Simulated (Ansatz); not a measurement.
The system is Hf.

```
CELL_PARAMETERS angstrom
-1.80500 1.80500 1.80500
1.80500 -1.80500 1.80500
1.80500 1.80500 -1.80500
ATOMIC_POSITIONS crystal
Hf 0.00000 0.00000 0.00000
```

This isn't the form of Hf at room conditions, which is hcp.

Base run:

- Program: Ansatz 0.2.0
- Functional: PBEsol
- Potentials or basis: all-electron LAPW, scalar-relativistic
- Cutoff: 213 eV (chosen from the basis error)
- Basis error allowed: 0.001 eV/atom
- k mesh: 10 × 10 × 10
- Occupations: gaussian, width 0.1 eV
- Spin: no spin polarisation

Its results: band gap on the k mesh none (metal or under the smearing width); pressure -9.1 GPa.

Q: The run is repeated on the same cell with these changes: functional from PBEsol to RPBE. What comes out?

A: Band gap on the k mesh none (metal or under the smearing width); pressure -2.2 GPa.

RPBE binds less tightly than PBEsol, so the same cell stands under more pressure.
